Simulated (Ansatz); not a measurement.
# fcc against bcc along the 5d metals

Method: DFT, LDA (PW92), plane waves (420 eV) with PAW, scalar-relativistic (Ansatz 0.2.0). (PAW data from PBE, frozen cores regenerated.)

Each structure is relaxed within its symmetry, in the lowest magnetic state of the tried starts. Differences under about 8 meV lie within the error of the k-point mesh.

```json
{"element": "Lu", "E(fcc) − E(bcc) (meV/atom)": "-141", "V(fcc) (Å³/atom)": "25.62", "V(bcc) (Å³/atom)": "26.24", "state of fcc": "spin not included", "state of bcc": "spin not included"}
{"element": "Hf", "E(fcc) − E(bcc) (meV/atom)": "?", "V(fcc) (Å³/atom)": "?", "V(bcc) (Å³/atom)": "?", "state of fcc": "?", "state of bcc": "?"}
{"element": "Ta", "E(fcc) − E(bcc) (meV/atom)": "289", "V(fcc) (Å³/atom)": "17.76", "V(bcc) (Å³/atom)": "17.25", "state of fcc": "spin not included", "state of bcc": "spin not included"}
{"element": "Re", "E(fcc) − E(bcc) (meV/atom)": "-264", "V(fcc) (Å³/atom)": "14.38", "V(bcc) (Å³/atom)": "14.46", "state of fcc": "spin not included", "state of bcc": "spin not included"}
{"element": "Os", "E(fcc) − E(bcc) (meV/atom)": "-793", "V(fcc) (Å³/atom)": "13.76", "V(bcc) (Å³/atom)": "14.15", "state of fcc": "spin not included", "state of bcc": "spin not included"}
{"element": "Ir", "E(fcc) − E(bcc) (meV/atom)": "-699", "V(fcc) (Å³/atom)": "13.84", "V(bcc) (Å³/atom)": "14.34", "state of fcc": "non-magnetic", "state of bcc": "spin not included"}
{"element": "Pt", "E(fcc) − E(bcc) (meV/atom)": "-115", "V(fcc) (Å³/atom)": "14.77", "V(bcc) (Å³/atom)": "14.94", "state of fcc": "spin not included", "state of bcc": "spin not included"}
{"element": "Au", "E(fcc) − E(bcc) (meV/atom)": "-23", "V(fcc) (Å³/atom)": "16.56", "V(bcc) (Å³/atom)": "16.59", "state of fcc": "spin not included", "state of bcc": "spin not included"}
{"element": "Hg", "E(fcc) − E(bcc) (meV/atom)": "3", "V(fcc) (Å³/atom)": "22.03", "V(bcc) (Å³/atom)": "22.45", "state of fcc": "spin not included", "state of bcc": "spin not included"}
```

Problem. Fill in the row of Hf.

Solution. E(fcc) − E(bcc) (meV/atom): -82; V(fcc) (Å³/atom): 20.73; V(bcc) (Å³/atom): 20.44; state of fcc: spin not included; state of bcc: spin not included.
